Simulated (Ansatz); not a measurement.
TiSi2:

```
CELL_PARAMETERS angstrom
4.37464 0.00000 0.00000
-2.18732 3.78855 0.00000
0.00000 0.00000 2.56101
ATOMIC_POSITIONS crystal
Ti 0.00000 0.00000 0.00000
Si 0.33333 0.66667 0.50000
Si 0.66667 0.33333 0.50000
```

The cell was built by a generator and needn't be a form met in nature.

Base run:

| Quantity | Value |
| --- | --- |
| Program | Ansatz 0.2.0 |
| Functional | LDA |
| Potentials or basis | Ansatz PAW |
| Cutoff | 420 eV |
| Density cutoff | 1680 eV |
| k mesh | 7 × 7 × 10 |
| Occupations | fermi-dirac, width 0.05 eV |
| Spin | no spin polarisation |
| Hubbard terms | Ti d U = 5 eV |

Its results: band gap on the k mesh none (metal or under the smearing width); pressure -1.1 GPa.

Problem. The run is repeated on the same cell with these changes: hubbard terms from Ti d U = 5 eV to Ti d U = 4 eV. What comes out?

Solution. Band gap on the k mesh none (metal or under the smearing width); pressure -3.1 GPa.

Caveats: U without spin polarisation on a metal has little footing; the PAW data sets come from PBE, with cores solved anew for the run's functional, which leaves a small shift of forces and pressure; the U is typed as a test and isn't derived for this compound.

Not every run made on this cell is shown here.
